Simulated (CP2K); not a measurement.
Input of a CP2K 2026.2 run:

tial3_bands.inp

```
&GLOBAL
  PROJECT tial3_bands
  RUN_TYPE ENERGY_FORCE
  PRINT_LEVEL LOW
&END GLOBAL
&FORCE_EVAL
  METHOD QS
  STRESS_TENSOR ANALYTICAL
  &DFT
    BASIS_SET_FILE_NAME BASIS_MOLOPT_UZH
    POTENTIAL_FILE_NAME POTENTIAL_UZH
    &MGRID
      CUTOFF 675
      REL_CUTOFF 60
      NGRIDS 4
    &END MGRID
    &QS
      METHOD GPW
      EPS_DEFAULT 1.0E-10
    &END QS
    &KPOINTS
      SCHEME MONKHORST-PACK 7 7 7
      GAMMA_CENTERED T
      SYMMETRY T
      SYMMETRY_BACKEND SPGLIB
    &END KPOINTS
    &SCF
      SCF_GUESS ATOMIC
      EPS_SCF 1.0E-6
      MAX_SCF 100
      ADDED_MOS 17
      CHOLESKY OFF
      EPS_EIGVAL 1.0E-7
      &DIAGONALIZATION ON
        ALGORITHM STANDARD
      &END DIAGONALIZATION
      &MIXING ON
        METHOD BROYDEN_MIXING
        ALPHA 0.4
        BETA 1.5
        NBUFFER 8
      &END MIXING
      &SMEAR ON
        METHOD FERMI_DIRAC
        ELECTRONIC_TEMPERATURE 580.23
      &END SMEAR
    &END SCF
    &XC
      &XC_FUNCTIONAL
        &MGGA_X_R2SCAN
        &END MGGA_X_R2SCAN
        &MGGA_C_R2SCAN
        &END MGGA_C_R2SCAN
      &END XC_FUNCTIONAL
    &END XC
    &PRINT
      &KPOINTS ON
      &END KPOINTS
      &MULLIKEN ON
      &END MULLIKEN
      &MO ON
        ENERGIES T
        OCCUPATION_NUMBERS T
        &EACH
          QS_SCF 0
        &END EACH
        ADD_LAST NUMERIC
      &END MO
      &LOWDIN ON
      &END LOWDIN
      &HIRSHFELD ON
        SHAPE_FUNCTION DENSITY
      &END HIRSHFELD
      &BAND_STRUCTURE
        FILE_NAME bands.bs
        ADDED_MOS 2
        &KPOINT_SET
          UNITS B_VECTOR
          NPOINTS 10
          SPECIAL_POINT GAMMA 0.00000000 0.00000000 0.00000000
          SPECIAL_POINT X 0.00000000 0.00000000 0.50000000
          SPECIAL_POINT Y -0.09965903 0.09965903 0.50000000
          SPECIAL_POINT S -0.29982951 0.29982951 0.29982951
          SPECIAL_POINT GAMMA 0.00000000 0.00000000 0.00000000
          SPECIAL_POINT Z 0.50000000 0.50000000 -0.50000000
          SPECIAL_POINT S1 0.29982951 0.70017049 -0.29982951
          SPECIAL_POINT N 0.00000000 0.50000000 0.00000000
          SPECIAL_POINT P 0.25000000 0.25000000 0.25000000
          SPECIAL_POINT Y1 0.50000000 0.50000000 -0.09965903
          SPECIAL_POINT Z 0.50000000 0.50000000 -0.50000000
        &END KPOINT_SET
        &KPOINT_SET
          UNITS B_VECTOR
          NPOINTS 10
          SPECIAL_POINT X 0.00000000 0.00000000 0.50000000
          SPECIAL_POINT P 0.25000000 0.25000000 0.25000000
        &END KPOINT_SET
      &END BAND_STRUCTURE
    &END PRINT
  &END DFT
  &SUBSYS
    &CELL
      A 5.0624878778 0.0000000000 0.0000000000
      B 2.1766900807 4.5706458849 0.0000000000
      C -3.6195889792 -2.2853229424 2.7027131151
      PERIODIC XYZ
    &END CELL
    &COORD
      SCALED
      Ti  0.0000000000 0.0000000000 0.0000000000
      Al  0.2500000000 0.7500000000 0.5000000000
      Al  0.7500000000 0.2500000000 0.5000000000
      Al  0.5000000000 0.5000000000 0.0000000000
    &END COORD
    &KIND Ti
      BASIS_SET TZVP-MOLOPT-SCAN-GTH-q12
      POTENTIAL GTH-SCAN-q12
    &END KIND
    &KIND Al
      BASIS_SET TZVP-MOLOPT-SCAN-GTH-q3
      POTENTIAL GTH-SCAN-q3
    &END KIND
    &PRINT
      &ATOMIC_COORDINATES ON
      &END ATOMIC_COORDINATES
      &CELL ON
      &END CELL
    &END PRINT
  &END SUBSYS
  &PRINT
    &FORCES ON
    &END FORCES
    &STRESS_TENSOR ON
    &END STRESS_TENSOR
  &END PRINT
&END FORCE_EVAL
```

Potentials or basis: POTENTIAL_UZH Ti GTH-SCAN-q12, Al GTH-SCAN-q3; TZVP-MOLOPT-SCAN-GTH basis.

Launch:

```console
$ OMP_NUM_THREADS=1 cp2k.psmp -i tial3_bands.inp -o tial3_bands.out
```

Task: Predict the Hirshfeld charges.

Result: Ti +0.01; Al -0.01, +0.00 e.

Task: Estimate the pressure.

Result: -0.5 GPa.

Task: What does it give for the Mulliken charges?

Result: Ti +0.03; Al -0.02, +0.02 e.

Levels at the corners of the path, in eV from the Fermi level:
```
point  band 8  band 9  band 10  band 11  band 12  band 13  band 14  band 15
    Γ   -1.46   -1.36    -1.36     0.86     1.80     1.80     2.47     2.71
    X   -4.19   -3.05    -2.38    -1.07     1.97     2.22     2.89     3.03
    Y   -3.98   -2.44    -1.52    -0.93     1.94     2.08     2.38     3.60
    S   -1.22   -0.81    -0.69     0.64     1.81     2.21     3.25     3.43
    Γ   -1.46   -1.36    -1.36     0.86     1.80     1.80     2.47     2.71
    Z   -1.10   -1.10    -0.25     0.80     0.80     0.99     3.40     5.11
   S1   -1.22   -0.81    -0.69     0.64     1.81     2.21     3.25     3.43
    N   -3.20   -1.20    -0.26     0.57     2.06     2.19     2.92     3.48
    P   -4.70   -2.03    -2.03    -1.31     0.94     1.97     2.22     3.42
   Y1   -3.98   -2.44    -1.52    -0.93     1.94     2.08     2.38     3.60
    Z   -1.10   -1.10    -0.25     0.80     0.80     0.99     3.40     5.11
    X   -4.19   -3.05    -2.38    -1.07     1.97     2.22     2.89     3.03
    P   -4.70   -2.03    -2.03    -1.31     0.94     1.97     2.22     3.42
```

Caveat: the basis of atomic orbitals isn't converged, which shifts pressures, moduli and gaps.
